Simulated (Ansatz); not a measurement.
CdSe, 2 atoms in the cell. Symmetry: F-43m, No. 216, cubic system. Conventional cell: a = 6.141 Å, b = 6.141 Å, c = 6.141 Å, α = 90.00°, β = 90.00°, γ = 90.00°. Cd (site symmetry -43m) has 4 Se at 2.66 Å as nearest neighbours. Se (site symmetry -43m) is surrounded by 4 Cd at 2.66 Å. Measurements of this composition are mostly on another form, of space group No. 186.

| Item | Value |
| --- | --- |
| Program | Ansatz 0.2.0 |
| Task | single point |
| Functional | PBE |
| Potentials or basis | all-electron LAPW, scalar-relativistic |
| Cutoff | 266 eV (chosen from the basis error) |
| Basis error allowed | 0.001 eV/atom |
| k mesh | 8 × 8 × 8 |
| Occupations | gaussian, width 0.024 eV |
| Spin | no spin polarisation |

Potentials or basis: all-electron LAPW, scalar-relativistic.

Command:

```console
$ ansatz run input.yaml --threads 1 --pin off --max-ram 3072MiB --backend cpu --events-out ev --progress --plain --runs-dir out
```

Hardware: 1 thread of Arm Neoverse V1, with other jobs on the host.

Question: How long does it take, and how much memory?

Answer: Run time: 15 s on 1 thread of Arm Neoverse V1, on a shared host, peak memory 0.29 GiB. Counts: scf iterations 7, plane waves 537, k points 29, bands 27.
